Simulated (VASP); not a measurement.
Set up this calculation in VASP 6.6.1, as the native input.

| Quantity | Value |
| --- | --- |
| Task | band structure |
| Functional | TB-mBJ |
| Potentials or basis | VASP PAW PBE potentials, release 64 (Mg, F) |
| Cutoff | 520 eV |
| k mesh | 6 × 6 × 8 |
| Occupations | gaussian, width 0.02 eV |
| Spin | no spin polarisation |
| Further INCAR settings | ALGO = Normal; EDIFF = 1e-06 |

The system is MgF2.

```xyz
6
Lattice="4.6238 0.0000 0.0000 0.0000 4.6238 0.0000 0.0000 0.0000 3.0533" Properties=species:S:1:pos:R:3 pbc="T T T"
Mg    2.3119    2.3119    1.5267
Mg    0.0000    0.0000    0.0000
F     3.2218    3.2218    0.0000
F     3.7139    0.9099    1.5267
F     1.4020    1.4020    3.0533
F     0.9099    3.7139    1.5267
```

The cell comes from a database or a generator and needn't be the stable form of this composition.

The input as run:

POSCAR

```
MgF2
1.0
    4.6238000000      0.0000000000      0.0000000000
    0.0000000000      4.6238000000      0.0000000000
    0.0000000000      0.0000000000      3.0533400000
Mg F
2 4
Direct
    0.5000000000      0.5000000000      0.5000000000
    0.0000000000      0.0000000000      0.0000000000
    0.6967800000      0.6967800000      0.0000000000
    0.8032200000      0.1967800000      0.5000000000
    0.3032200000      0.3032200000      1.0000000000
    0.1967800000      0.8032200000      0.5000000000
```

INCAR.step1

```
SYSTEM = MgF2
PREC     = Accurate       ! precision mode
ENCUT    = 520            ! plane-wave cutoff, eV
EDIFF    = 1E-5           ! SCF threshold, eV
ISMEAR   = 0              ! smearing method
SIGMA    = 0.02           ! smearing width, eV
LREAL    = .False.        ! projectors in reciprocal space
LASPH    = .True.         ! aspherical terms in the spheres
NELM     = 60             ! most SCF steps
ALGO     = Normal         ! electronic algorithm
ISIF     = 2              ! what is computed and relaxed
LWAVE    = .True.         ! write WAVECAR
LCHARG   = .False.        ! write CHGCAR
GGA      = PE             ! functional
```

INCAR.step2

```
SYSTEM = MgF2
PREC     = Accurate       ! precision mode
ENCUT    = 520            ! plane-wave cutoff, eV
EDIFF    = 1E-6           ! SCF threshold, eV
ISMEAR   = 0              ! smearing method
SIGMA    = 0.02           ! smearing width, eV
LREAL    = .False.        ! projectors in reciprocal space
LASPH    = .True.         ! aspherical terms in the spheres
NELM     = 60             ! most SCF steps
ALGO     = Normal         ! electronic algorithm
ISIF     = 2              ! what is computed and relaxed
LWAVE    = .False.        ! write WAVECAR
LCHARG   = .False.        ! write CHGCAR
METAGGA  = MBJ            ! meta-GGA
ISTART   = 1
```

KPOINTS

```
Automatic mesh
0
Gamma
  6 6 8
  0 0 0
```

KPOINTS_OPT

```
path GXMGZRAZ,XR,MA
10
line-mode
reciprocal
 0.0000000000  0.0000000000  0.0000000000  G
 0.0000000000  0.5000000000  0.0000000000  X

 0.0000000000  0.5000000000  0.0000000000  X
 0.5000000000  0.5000000000  0.0000000000  M

 0.5000000000  0.5000000000  0.0000000000  M
 0.0000000000  0.0000000000  0.0000000000  G

 0.0000000000  0.0000000000  0.0000000000  G
 0.0000000000  0.0000000000  0.5000000000  Z

 0.0000000000  0.0000000000  0.5000000000  Z
 0.0000000000  0.5000000000  0.5000000000  R

 0.0000000000  0.5000000000  0.5000000000  R
 0.5000000000  0.5000000000  0.5000000000  A

 0.5000000000  0.5000000000  0.5000000000  A
 0.0000000000  0.0000000000  0.5000000000  Z

 0.0000000000  0.5000000000  0.0000000000  X
 0.0000000000  0.5000000000  0.5000000000  R

 0.5000000000  0.5000000000  0.0000000000  M
 0.5000000000  0.5000000000  0.5000000000  A
```

Potentials or basis: VASP PAW PBE potentials, release 64 (Mg, F).

Run with:

```sh
$ cat potpaw_PBE.64/Mg/POTCAR potpaw_PBE.64/F/POTCAR > POTCAR
$ cp INCAR.step1 INCAR
$ mpirun -np 1 vasp_std > vasp.out
$ cp INCAR.step2 INCAR
$ mpirun -np 1 vasp_std > vasp.out
```

Results of the run:

```json
{"Band gap on the k mesh": "10.85 eV, direct", "Band gap along the path": "10.85 eV, direct"}
```

Wall time 2.7 min on 1 thread of Intel(R) Xeon(R) 6975P-C (Granite Rapids) (shared host), peak memory 0.25 GiB.
